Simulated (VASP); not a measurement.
A run of VASP 6.6.1:

File INCAR:

```
SYSTEM = Te2Mo
PREC = Accurate ; ENCUT = 600
EDIFF = 1E-7 ; ISMEAR = 0
SIGMA = 0.03 ; LREAL = .FALSE.
LASPH = .TRUE. ; NELM = 80
ALGO = Normal ; ISIF = 3
LWAVE = .FALSE. ; LCHARG = .FALSE.
GGA = PE ; IVDW = 12
IBRION = 2 ; NSW = 90
EDIFFG = -0.005 ; KPAR = 4
```

KPOINTS

```
Automatic mesh
0
G
  4 8 2
  0 0 0
```

File POSCAR:

```
Te2Mo                                   
1.0
    6.3434385600      0.0000000000      0.0047634303
    0.0000000000      3.4692183394      0.0000000000
   -0.9386411136      0.0000000000     13.2119942489
  Te              Mo            
     8     4
Direct
     0.5579979556420844    0.7500000000000000    0.3447316507435846
     0.4420020443579158    0.2500000000000000    0.6552683492564155
     0.5879603648885741    0.2500000000000000    0.1068200836758343
     0.4120396351114261    0.7500000000000000    0.8931799163241656
     0.0958192690453192    0.7500000000000000    0.1557130990199039
     0.9041807309546804    0.2500000000000000    0.8442869009800962
     0.0539933640816856    0.2500000000000000    0.3927599199732137
     0.9460066359183144    0.7500000000000000    0.6072400800267860
     0.3195817870639428    0.7500000000000000    0.5062048272813918
     0.6804182129360572    0.2500000000000000    0.4937951727186084
     0.1828784210182873    0.2500000000000000    0.0076922409105712
     0.8171215789817127    0.7500000000000000    0.9923077590894287
```

Potentials or basis: VASP PAW PBE potentials, release 64 (Te, Mo_sv).

Run with:

```console
$ cat potpaw_PBE.64/Te/POTCAR potpaw_PBE.64/Mo_sv/POTCAR > POTCAR
$ mpirun -np 4 vasp_std > vasp.out
```

Hardware: 4 MPI ranks on Intel(R) Xeon(R) 6975P-C (Granite Rapids), with other jobs on the host.

**Question.** How long does it take, and how much memory?

**Answer.** Run time: 26 min on 4 MPI ranks on Intel(R) Xeon(R) 6975P-C (Granite Rapids) (shared host), peak memory 0.77 GiB a rank. Counts: scf iterations 182, k points 30, ion steps 22.
